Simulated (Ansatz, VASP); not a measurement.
One calculation of Li, two programs

INCAR

```
  ALGO = Normal
  EDIFF = 1E-7
  EDIFFG = -0.01
  ENCUT = 600
  GGA = PE
  IBRION = 2
  ISIF = 3
  ISMEAR = 0
  LASPH = True
  LCHARG = False
  LREAL = False
  LWAVE = False
  NELM = 100
  NSW = 100
  PREC = Accurate
  SIGMA = 0.1
```

Contents of KPOINTS:

```
k-points
0
Gamma
  18 18 18
```

File POSCAR:

```
Li
1.0
   -3.7516424187      3.7516424187      1.4368377361
    3.7516424187     -3.7516424187      1.4368377361
    3.7516424187      3.7516424187     -1.4368377361
Li
4
Direct
    0.3750000000      0.6250000000      0.7500000000
    0.8750000000      0.6250000000      0.2500000000
    0.3750000000      0.1250000000      0.7500000000
    0.3750000000      0.6250000000      0.2500000000
```

Input for Ansatz:

```yaml
crystal:
  lattice:
    - [-3.7516424187, 3.7516424187, 1.4368377361]
    - [3.7516424187, -3.7516424187, 1.4368377361]
    - [3.7516424187, 3.7516424187, -1.4368377361]
  atoms:
    - { symbol: Li, position: [0.375, 0.625, 0.75] }
    - { symbol: Li, position: [0.875, 0.625, 0.25] }
    - { symbol: Li, position: [0.375, 0.125, 0.75] }
    - { symbol: Li, position: [0.375, 0.625, 0.25] }
basis:
  ecutwfc: 420
kpoints:
  mp_grid: { grid: [18, 18, 18] }
hamiltonian:
  xc: pbe
scf:
  occupations: { method: gaussian, width: 0.1 }
output:
  forces: true
  stress: true
  eigenvalues: true
  write_density: true
  write_potential: true
  elf: true
  volumetric_format: npy
relax:
  adjacent_minimum: "off"
  f_tol: 0.01
  max_steps: 80
  cell: { stress_tol: 0.05 }
```

Alike in both runs: task relaxation of cell and atoms; functional PBE; k mesh 18 × 18 × 18; occupations gaussian, width 0.1 eV; no spin polarisation.

|  | VASP | Ansatz |
| --- | --- | --- |
| version | VASP 6.6.1 | Ansatz 0.2.0 |
| potentials or method | VASP PAW PBE potentials, release 64 (Li_sv) | scalar-relativistic, plane waves, PAW |
| plane-wave cutoff (eV) | 600 | 420 |
| valence electrons in the cell | 12 | 12 |

Ansatz gave:

* gap on the k mesh at the Fermi level, each at its own relaxed structure (eV): none
* relaxed volume (Å³/atom): 20.22
* relaxed cell length with the largest relative difference (Å): 5.497

**Question.** Which values does VASP return?

**Answer.** gap on the k mesh at the Fermi level, each at its own relaxed structure (eV): none; relaxed volume (Å³/atom): 20.04; relaxed cell length with the largest relative difference (Å): 5.480.

A gap of «none» marks a metal or a gap that the smearing closes.

Caveats: the cutoff is under 1.25 times the usual one of these potentials, so pressure, stress and relaxed cells hold a basis-set (Pulay) error (VASP).
